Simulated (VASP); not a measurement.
# In2O3 (R-3c) in VASP: notebook

One crystal, In2O3, is run at these levels: PBE; tasks: relaxation of cell and atoms.

All numbers are computed with VASP 6.6.1; they aren't measurements. Logs are shortened: lines on timing, memory, paths and dates and some standing lists are left out, and cuts for length are marked.

## (1) The structure

Symmetry: R-3c, No. 167, trigonal system. The conventional cell has a = 5.487 Å, b = 5.487 Å, c = 14.510 Å, α = 90.00°, β = 90.00°, γ = 120.00°. In (site symmetry 3) is surrounded by 6 O at 2.12 to 2.26 Å. O (site symmetry 2) has 4 In at 2.12 to 2.26 Å as nearest neighbours.

## (2) Relaxation of cell and atoms, PBE

Input file INCAR:

```
ALGO = Normal
EDIFF = 1E-6
EDIFFG = -0.01
ENCUT = 520
GGA = PE
IBRION = 2
ISIF = 3
ISMEAR = 0
KPAR = 4
LASPH = True
LCHARG = False
LREAL = False
LWAVE = False
NELM = 120
NSW = 90
PREC = Accurate
SIGMA = 0.1
```

Input file KPOINTS:

```
k-points
0
Gamma
  6 6 6
```

Input file POSCAR:

```
In2O3
1.0
    2.7435000000      1.5839604600      4.8366666700
   -2.7435000000      1.5839604600      4.8366666700
    0.0000000000     -3.1679209300      4.8366666700
In O
4 6
Direct
    0.3573100000      0.3573100000      0.3573100000
    0.1426900000      0.1426900000      0.1426900000
    0.6426900000      0.6426900000      0.6426900000
    0.8573100000      0.8573100000      0.8573100000
    0.5480000000      0.9520000000      0.2500000000
    0.2500000000      0.5480000000      0.9520000000
    0.9520000000      0.2500000000      0.5480000000
    0.4520000000      0.0480000000      0.7500000000
    0.7500000000      0.4520000000      0.0480000000
    0.0480000000      0.7500000000      0.4520000000
```

Potentials or basis: VASP PAW PBE potentials, release 64 (In_d, O).

On the command line:

```bash
$ cat potpaw_PBE.64/In_d/POTCAR potpaw_PBE.64/O/POTCAR > POTCAR
$ mpirun -np 4 vasp_std > vasp.out
```

OUTCAR:

```text
EDIFF = 1E-6
   EDIFFG = -0.01
   ENCUT = 520
   GGA = PE
   IBRION = 2
   ISIF = 3
   ISMEAR = 0
   LASPH = True
   LREAL = False
   NELM = 120
   NSW = 90
   PREC = Accurate

 ion  position               nearest neighbor table
   1  0.357  0.357  0.357-   9 2.12  10 2.12   8 2.12   7 2.26   5 2.26   6 2.26   2 3.11   3 3.24
                             3 3.24   3 3.24   2 3.61   2 3.61   2 3.61   4 3.99   4 3.99   4 3.99
   2  0.143  0.143  0.143-  10 2.12   9 2.12   8 2.12   6 2.26   5 2.26   7 2.26   1 3.11   4 3.24
                             4 3.24   4 3.24   1 3.61   1 3.61   1 3.61   3 3.99   3 3.99   3 3.99
   3  0.643  0.643  0.643-   6 2.12   7 2.12   5 2.12  10 2.26   8 2.26   9 2.26   4 3.11   1 3.24
                             1 3.24   1 3.24   4 3.61   4 3.61   4 3.61   2 3.99   2 3.99   2 3.99
   4  0.857  0.857  0.857-   7 2.12   6 2.12   5 2.12   9 2.26   8 2.26  10 2.26   3 3.11   2 3.24
                             2 3.24   2 3.24   3 3.61   3 3.61   3 3.61   1 3.99   1 3.99   1 3.99
   5  0.548  0.952  0.250-   3 2.12   4 2.12   1 2.26   2 2.26
   6  0.250  0.548  0.952-   3 2.12   4 2.12   2 2.26   1 2.26
   7  0.952  0.250  0.548-   4 2.12   3 2.12   1 2.26   2 2.26
   8  0.452  0.048  0.750-   1 2.12   2 2.12   3 2.26   4 2.26
   9  0.750  0.452  0.048-   1 2.12   2 2.12   4 2.26   3 2.26
  10  0.048  0.750  0.452-   2 2.12   1 2.12   3 2.26   4 2.26

  LATTYP: Found a trigonal (rhomboedric) cell.
 ALAT       =     5.7817875666
 COS(alpha) =     0.5496857785

  Lattice vectors:

 A1 = (   2.7435000000,   1.5839604600,   4.8366666700)
 A2 = (  -2.7435000000,   1.5839604600,   4.8366666700)
 A3 = (   0.0000000000,  -3.1679209300,   4.8366666700)

Analysis of symmetry for initial positions (statically):
=====================================================================
 Subroutine PRICEL returns:
 Original cell was already a primitive cell.

 Routine SETGRP: Setting up the symmetry group for a
 trigonal (rhombohedral) supercell.

 Subroutine GETGRP returns: Found 12 space group operations
 (whereof  6 operations were pure point group operations)
 out of a pool of 12 trial point group operations.

The static configuration has the point symmetry S_6 .
 The point group associated with its full space group is D_3d.

Analysis of symmetry for dynamics (positions and initial velocities):
=====================================================================
 Subroutine PRICEL returns:
 Original cell was already a primitive cell.

 Routine SETGRP: Setting up the symmetry group for a
 trigonal (rhombohedral) supercell.

 Subroutine GETGRP returns: Found 12 space group operations
 (whereof  6 operations were pure point group operations)
 out of a pool of 12 trial point group operations.

The dynamic configuration has the point symmetry S_6 .
 The point group associated with its full space group is D_3d.

 Subroutine INISYM returns: Found 12 space group operations
 (whereof  6 operations are pure point group operations),
 and found     1 'primitive' translations

----------------------------------------------------------------------------------------

                                     Primitive cell

  volume of cell :     126.1092

  direct lattice vectors                    reciprocal lattice vectors
     2.743500000  1.583960460  4.836666670     0.182248952  0.105221482  0.068917988
    -2.743500000  1.583960460  4.836666670    -0.182248952  0.105221482  0.068917988
     0.000000000 -3.167920930  4.836666670     0.000000000 -0.210442963  0.068917987

  length of vectors
     5.781787567  5.781787567  5.781787569     0.221440578  0.221440578  0.221440578

  position of ions in fractional coordinates (direct lattice)
     0.357310000  0.357310000  0.357310000
     0.142690000  0.142690000  0.142690000
     0.642690000  0.642690000  0.642690000
     0.857310000  0.857310000  0.857310000
     0.548000000  0.952000000  0.250000000
     0.250000000  0.548000000  0.952000000
     0.952000000  0.250000000  0.548000000
     0.452000000  0.048000000  0.750000000
     0.750000000  0.452000000  0.048000000
     0.048000000  0.750000000  0.452000000

  ion indices of the primitive-cell ions
   primitive index   ion index
                 1           1
                 2           2
                 3           3
                 4           4
                 5           5
                 6           6
                 7           7
                 8           8
                 9           9
                10          10

----------------------------------------------------------------------------------------

 KPOINTS: k-points

Automatic generation of k-mesh.
 Grid dimensions read from file:
 generate k-points for:    6    6    6

 Generating k-lattice:

  Cartesian coordinates                     Fractional coordinates (reciprocal lattice)
     0.030374825  0.017536914  0.011486331     0.166666667 -0.000000000  0.000000000
    -0.030374825  0.017536914  0.011486331    -0.000000000  0.166666667  0.000000000
     0.000000000 -0.035073827  0.011486331     0.000000000  0.000000000  0.166666667

  Length of vectors
     0.036906763  0.036906763  0.036906763

  Shift w.r.t. Gamma in fractional coordinates (k-lattice)
     0.000000000  0.000000000  0.000000000

 Subroutine IBZKPT returns following result:
 ===========================================

 Found     32 irreducible k-points:

 Following reciprocal coordinates:
            Coordinates               Weight
  0.000000  0.000000  0.000000      1.000000
  0.166667  0.000000 -0.000000      6.000000
  0.333333  0.000000  0.000000      6.000000
  0.500000  0.000000 -0.000000      3.000000
  0.166667  0.166667 -0.000000      6.000000
  0.333333  0.166667  0.000000     12.000000
[... 16 lines left out ...]
  0.500000  0.500000  0.166667      6.000000
 -0.333333  0.500000  0.166667     12.000000
 [... further k-points ...]
   k-points           NKPTS =     32   k-points in BZ     NKDIM =     32   number of bands    NBANDS=     52
   number of dos      NEDOS =    301   number of ions     NIONS =     10
   total plane-waves  NPLWV = 110592
   dimension x,y,z NGX =    48 NGY =   48 NGZ =   48
   dimension x,y,z NGXF=    96 NGYF=   96 NGZF=   96
   ions per type =               4   6
   NGX,Y,Z   is equivalent  to a cutoff of  13.80, 13.80, 13.80 a.u.
   NGXF,Y,Z  is equivalent  to a cutoff of  27.60, 27.60, 27.60 a.u.
 SYSTEM =  unknown system
   PREC   = accura    normal or accurate (medium, high low for compatibility)
   ISTART =      0    job   : 0-new  1-cont  2-samecut
   ICHARG =      2    charge: 1-file 2-atom 10-const
   ISPIN  =      1    spin polarized calculation?
   LNONCOLLINEAR =      F non collinear calculations
   LSORBIT =      F    spin-orbit coupling
   LASPH  =      T    aspherical Exc in radial PAW
   ENCUT  =  520.0 eV  38.22 Ry    6.18 a.u.  10.75 10.75 10.75*2*pi/ulx,y,z
   NELM   =    120;   NELMIN=  2; NELMDL= -5     # of ELM steps
   EDIFF  = 0.1E-05   stopping-criterion for ELM
   LREAL  =      F    real-space projection
   EDIFFG = -.1E-01   stopping-criterion for IOM
   NSW    =     90    number of steps for IOM
   IBRION =      2    ionic relax: 0-MD 1-quasi-New 2-CG
   NFREE  =      1    steps in history (QN), initial steepest desc. (CG)
   ISIF   =      3    stress and relaxation
   ISYM   =      2    0-nonsym 1-usesym 2-fastsym
   POTIM  = 0.5000    time-step for ionic-motion
   TEBEG  =    0.0;   TEEND  =   0.0 temperature during run
   PSTRESS=    0.0 pullay stress
   NELECT =      88.0000    total number of electrons
   NUPDOWN=      -1.0000    fix difference up-down
   EMIN   =  10.00;   EMAX   =-10.00  energy-range for DOS
   EFERMI =   0.00;   METHOD = LEGACY
   ISMEAR =     0;   SIGMA  =   0.10  broadening in eV -4-tet -1-fermi 0-gaus
   EFERMI_NEDOS =   21; number of points for ismear=-14 and -15
   IALGO  =     38    algorithm
   IMIX   =      4    mixing-type and parameters
     AMIX     =   0.40;   BMIX     =  1.00
     AMIX_MAG =   1.60;   BMIX_MAG =  1.00
  volume/ion in A,a.u.               =      12.61        85.10
  Fermi-wavevector in a.u.,A,eV,Ry     =   1.452068  2.744010 28.687886  2.108500
  Thomas-Fermi vector in A             =   2.569492
   LORBIT       =      0    0 simple, 1 ext, 2 COOP (PROOUT), +10 PAW based schemes
   GGA     = PE    functional components
   LHFCALC =     F    Hartree Fock is set to
   AEXX    =    0.0000 exact exchange contribution
   IVDW    =     0    specifies the selected vdW correction
   LEPSILON=     F    determine dielectric tensor
   LRPA    =     F    only Hartree local field effects (RPA)
 conjugate gradient relaxation of ions
 non-spin polarized calculation
 Gauss-broadening in eV      SIGMA  =   0.10
  energy-cutoff  :      520.00
  volume of cell :      126.11
 maximum number of plane-waves:      3426
 NGX is ok and might be reduce to    48
   NGX = 21   NGY = 21   NGZ = 21

--------------------------------------- Ionic step        1  -------------------------------------------

 number of electron      88.0000008 magnetization

 Free energy of the ion-electron system (eV)
  ---------------------------------------------------
  ext. energy  EPLUGINS =         0.00000000
  ---------------------------------------------------
  free energy    TOTEN  =       -55.28730955 eV

  energy without entropy =      -55.28730955  energy(sigma->0) =      -55.28730955

------------------------ aborting loop because EDIFF is reached ----------------------------------------

  FORCE on cell =-STRESS in cart. coord.  units (eV):
  Direction    XX          YY          ZZ          XY          YZ          ZX
  --------------------------------------------------------------------------------------
  -------------------------------------------------------------------------------------
  Total        7.4772255      7.4772255      6.2225142     -0.0000000     -0.0000000     -0.0000000
  in kB       94.9957877     94.9957877     79.0550776     -0.0000000     -0.0000001     -0.0000000
  external PRESSURE =      89.6822176 kB  Pullay stress =       0.0000000 kB
[... 293 lines left out ...]
  energy  without entropy=      -55.4666923842  energy(sigma->0) =      -55.46669238

--------------------------------------- Ionic step        8  -------------------------------------------

 number of electron      88.0000006 magnetization

 Free energy of the ion-electron system (eV)
  ---------------------------------------------------
  ext. energy  EPLUGINS =         0.00000000
  ---------------------------------------------------
  free energy    TOTEN  =       -55.46674835 eV

  energy without entropy =      -55.46674835  energy(sigma->0) =      -55.46674835

 E-fermi :   5.4586     XC(G=0): -10.9610

 val. band max:        5.0297324725   @ k =  -0.1667   0.1667   0.0000
 cond. band min:       5.9705770090   @ k =   0.0000   0.0000   0.0000
 fundamental gap:      0.9408445365
 Fermi energy:         5.4585532619

 k-point     1 :       0.0000    0.0000    0.0000
  band No.  band energies     occupation
      1     -12.2982      2.00000
      2     -11.5011      2.00000
      3     -11.5011      2.00000
      4     -11.3068      2.00000
      5     -11.3068      2.00000
      6     -11.2263      2.00000
[... 1309 lines left out ...]
     51      13.5681      0.00000
     52      14.2678      0.00000

 [... further k-points ...]
[... 5 lines left out ...]
  --------------------------------------------------------------------------------------
  -------------------------------------------------------------------------------------
  Total       -0.0856629     -0.0856629     -0.0515973      0.0000000      0.0000000      0.0000000
  in kB       -1.0334762     -1.0334762     -0.6224941      0.0000000      0.0000000      0.0000000
  external PRESSURE =      -0.8964822 kB  Pullay stress =       0.0000000 kB
[... 25 lines left out ...]
  FREE ENERGIE OF THE ION-ELECTRON SYSTEM (eV)
  ---------------------------------------------------
  free  energy   TOTEN  =       -55.4667483494 eV

  energy  without entropy=      -55.4667483494  energy(sigma->0) =      -55.46674835

 reached required accuracy - stopping structural energy minimisation
```

Wall time 8.3 min (4 MPI ranks of Intel Xeon Platinum 8488C (Sapphire Rapids), shared host); peak memory 0.44 GiB.

What came out:

```yaml
Free_energy: -55.4667 eV
Relaxed_volume: 13.28 Å³/atom
Relaxed_cell: a = 5.883 Å, b = 5.883 Å, c = 5.883 Å, α = 56.64°, β = 56.64°, γ = 56.64°
Space_group_after_relaxing_to_0.05_Å: R-3c (No. 167)
Energy_gained_by_relaxing: 17.9 meV/atom
Ionic_steps: 8
Pressure_after_relaxing: -0.1 GPa
Largest_force_after_relaxing: 0.005 eV/Å
Band_gap_on_the_k_mesh: 0.94 eV, indirect (least direct gap 1.02 eV)
```

Forces on the atoms (eV/Å):
```
In   0.000  0.000 -0.005
In   0.000  0.000  0.005
In   0.000  0.000  0.005
In   0.000  0.000 -0.005
O    0.000  0.000  0.000
O    0.000  0.000  0.000
O    0.000  0.000  0.000
O    0.000  0.000  0.000
O    0.000  0.000  0.000
O    0.000  0.000  0.000
```

Step by step:
```
step  energy change (eV)  largest force (eV/Å)  pressure (GPa)  volume (Å³)
   1              0.0000                0.1391            8.97       126.11
   2             -0.0220                0.0750           -6.99       139.44
   3             -0.1779                0.0667           -0.08       132.73
   4             -0.1779                0.0674            0.12       132.59
   5             -0.1790                0.0292            0.10       132.60
   6             -0.1794                0.0063            0.12       132.61
   7             -0.1794                0.0091            0.11       132.61
   8             -0.1794                0.0052           -0.09       132.80
```

Final structure:
```cif
data_structure
_symmetry_space_group_name_H-M 'P 1'
_symmetry_Int_Tables_number 1
_cell_length_a 5.8829
_cell_length_b 5.8829
_cell_length_c 5.8829
_cell_angle_alpha 56.643
_cell_angle_beta 56.643
_cell_angle_gamma 56.643
_cell_volume 132.80
loop_
_atom_site_label
_atom_site_type_symbol
_atom_site_fract_x
_atom_site_fract_y
_atom_site_fract_z
_atom_site_occupancy
In1 In 0.35718 0.35718 0.35718 1
In2 In 0.14282 0.14282 0.14282 1
In3 In 0.64282 0.64282 0.64282 1
In4 In 0.85718 0.85718 0.85718 1
O1 O 0.54643 0.95357 0.25000 1
O2 O 0.25000 0.54643 0.95357 1
O3 O 0.95357 0.25000 0.54643 1
O4 O 0.45357 0.04643 0.75000 1
O5 O 0.75000 0.45357 0.04643 1
O6 O 0.04643 0.75000 0.45357 1
```

Caveat: spin-orbit coupling is left out, which moves the levels of the heavy elements.

(Continued in part 2 of 2.)
